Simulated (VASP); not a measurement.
Here is a VASP 6.6.1 calculation.

Contents of INCAR:

```
ALGO = Normal
EDIFF = 1E-7
EDIFFG = -0.005
ENCUT = 600
GGA = PS
IBRION = 2
ISIF = 3
ISMEAR = 1
LASPH = True
LCHARG = False
LREAL = False
LWAVE = False
NELM = 80
NSW = 90
PREC = Accurate
SIGMA = 0.1
```

File KPOINTS:

```
k-points
0
Gamma
  15 15 7
```

The input POSCAR:

```
Mg                                      
1.0
    3.1945251362     -0.0000000000      0.0000000000
   -1.5972625681      2.7665399210     -0.0000000000
   -0.0000000000     -0.0000000000      5.0890011583
  Mg            
     2
Direct
     0.3333333332999970    0.6666666667000030    0.2500000000000000
     0.6666666667000030    0.3333333332999970    0.7500000000000000
```

Potentials or basis: VASP PAW PBE potentials, release 64 (Mg).

Command:

```sh
$ cat potpaw_PBE.64/Mg/POTCAR > POTCAR
$ mpirun -np 1 vasp_std > vasp.out
```

Task: What does it give for the band gap on the k mesh?

Result: None (metal or under the smearing width).

Final structure:
```cif
data_structure
_symmetry_space_group_name_H-M 'P 1'
_symmetry_Int_Tables_number 1
_cell_length_a 3.1945
_cell_length_b 3.1945
_cell_length_c 5.0890
_cell_angle_alpha 90.000
_cell_angle_beta 90.000
_cell_angle_gamma 120.000
_cell_volume 44.98
loop_
_atom_site_label
_atom_site_type_symbol
_atom_site_fract_x
_atom_site_fract_y
_atom_site_fract_z
_atom_site_occupancy
Mg1 Mg 0.33333 0.66667 0.25000 1
Mg2 Mg 0.66667 0.33333 0.75000 1
```

Caveat: the relaxation stopped at its first step, so nothing moved.
